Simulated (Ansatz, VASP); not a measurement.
# Sb: VASP beside Ansatz

The input INCAR:

```
PREC = Accurate
ENCUT = 520
EDIFF = 1E-8
ISMEAR = -1
SIGMA = 0.05
LREAL = False
LASPH = True
NELM = 60
ALGO = Normal
ISIF = 2
LWAVE = False
LCHARG = False
GGA = PS
LEFG = True
NBANDS = 8
```

KPOINTS

```
regular mesh
0
Gamma
  12 12 12
```

The input POSCAR:

```
Sb
1.0
    0.0000000000      2.2579459806      2.2579459806
    2.2579459806      0.0000000000      2.2579459806
    2.2579459806      2.2579459806      0.0000000000
Sb
1
Direct
    0.0000000000      0.0000000000      0.0000000000
```

Input for Ansatz:

```yaml
crystal:
  lattice:
    - [0.0, 2.2579459806, 2.2579459806]
    - [2.2579459806, 0.0, 2.2579459806]
    - [2.2579459806, 2.2579459806, 0.0]
  atoms:
    - { symbol: Sb, position: [0.0, 0.0, 0.0] }
kpoints:
  mp_grid: { grid: [12, 12, 12] }
scf:
  occupations: { method: fermi_dirac, width: 0.05 }
hamiltonian:
  xc: pbesol
  pseudopotentials: { kind: all_electron, datasets: crystal }
output:
  forces: true
  stress: true
  eigenvalues: true
  efg: { contact_densities: true }
```

Change from the starting cell: volume scaled by 0.94, crystal datasets.

Alike in both runs: task electric field gradients; functional PBEsol; k mesh 12 × 12 × 12; occupations fermi-dirac, width 0.05 eV; no spin polarisation.

```csv
,VASP,Ansatz
version,VASP 6.6.1,Ansatz 0.2.0
potentials or method,"VASP PAW PBE potentials, release 64 (Sb)","all-electron PAW with datasets made for the crystal, scalar-relativistic"
plane-wave cutoff (eV),520,see its input
```

VASP gave:

* pressure (GPa): 11.5
* Vzz of the field gradient on the site that differs most (V/Å²): 0.0

Q: Which values does Ansatz return?

A: Pressure (GPa): 11.4; Vzz of the field gradient on the site that differs most (V/Å²): 0.0.

Ansatz ran all-electron here, so the differences hold the error of VASP's frozen core and of both bases. Ansatz warned: «gradients_without_spin_orbit».

Caveats: the PAW data sets were made with another functional, which shifts forces and pressure a little (VASP). The runs have no spin-orbit coupling, so splittings on Sb are missing.
